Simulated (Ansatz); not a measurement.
## Manganese (hcp) across density functionals

All rows: Ansatz, plane waves with scalar-relativistic PAW, 420 eV (500 eV for the SCAN forms), relaxed under each functional, no dispersion correction, no zero-point motion. B₀ comes from uniform scaling at fixed shape; a dash is a value not given.

| functional | V (Å³/atom) | cell | B₀ (GPa) | magnetic state | ΔE to alpha-Mn (A12) (meV/atom) |
| --- | --- | --- | --- | --- | --- |
| r²SCAN | 14.82 | a = 2.828 Å, c = 4.279 Å (c/a = 1.513) | 64 | antiferromagnetic, largest moment 3.71 μB in the atomic sphere | 52 |
| PBEsol | 10.32 | a = 2.451 Å, c = 3.965 Å (c/a = 1.618) | 310 | non-magnetic | 55 |
| LDA | 10.04 | a = 2.431 Å, c = 3.925 Å (c/a = 1.615) | 332 | non-magnetic | 43 |
| revPBE | 10.97 | a = 2.499 Å, c = 4.057 Å (c/a = 1.624) | - | antiferromagnetic, largest moment 0.70 μB in the atomic sphere | 84 |
| RPBE | 11.07 | a = 2.505 Å, c = 4.073 Å (c/a = 1.626) | - | antiferromagnetic, largest moment 0.81 μB in the atomic sphere | 87 |

Task: What does PBE give?

Result: V (Å³/atom): 10.74; cell: a = 2.484 Å, c = 4.022 Å (c/a = 1.619); magnetic state: antiferromagnetic, largest moment 0.40 μB in the atomic sphere; ΔE to alpha-Mn (A12) (meV/atom): 73.
